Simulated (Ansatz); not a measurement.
Seebeck coefficient (μV/K, mean over directions) of p-type AlSb (F-43m) against carrier density, r2SCAN with spin-orbit coupling, rigid bands (Ansatz, a program for electronic structure). Computed gap 1.30 eV; densities at which minority carriers matter at this gap, or further valleys turn the trend, are left out. Conductivity mass 0.39 mₑ (harmonic mean over directions), N_v = 1.2e19 cm⁻³ at 300 K.

```
hole density       300 K       500 K
------------  ----------  ----------
1e16 cm⁻³            830         903
1e17 cm⁻³     (withheld)  (withheld)
1e18 cm⁻³            433         507
3e18 cm⁻³            340         413
1e19 cm⁻³            241         312
3e19 cm⁻³     (withheld)         224
1e20 cm⁻³             90         141
3e20 cm⁻³             53          87
1e21 cm⁻³             31          52
```

Task: Some entries are withheld; supply them.

Result: 
- 1e17 cm⁻³, 300 K: 631
- 1e17 cm⁻³, 500 K: 705
- 3e19 cm⁻³, 300 K: 160

Rigid bands with a gap fixed in temperature, one relaxation time for all states, no polarons or phonon drag, and whether or not such doping can be reached.
